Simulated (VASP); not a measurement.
BaF₂ (fluorite) relaxed at rising pressure, in one space group throughout; other phases were not tried. The pressures are those reached. Method: PBEsol GGA, VASP's PBE PAW potentials (set 64) (plane waves; VASP).

| P (GPa) | V (Å³/atom) | k-mesh |
|---|---|---|
| -0.03 | 19.634 | 6×6×6 |
| 5.13 | 18.301 | 6×6×6 |
| 10.05 | 17.388 | 7×7×7 |
| 19.88 | 16.091 | 7×7×7 |
| 30.01 | 15.147 | 7×7×7 |

A change of mesh leaves a small step in the series.

Q: Fit an equation of state and predict the volume at 44.91 GPa.

A: Least squares on the third-order Birch-Murnaghan form, P = (3B0/2)(y⁷ − y⁵)[1 + (3/4)(B′ − 4)(y² − 1)] with y = (V0/V)^(1/3), gives V0 = 19.624 Å³/atom, B0 = 62 GPa and B′ = 4.8, and so 14.139 Å³/atom. The run gave 14.135 Å³/atom, -0.0 % from the fit.

Pressures at which the relaxation failed are left out.

The compound is BaF2 in the fluorite structure.
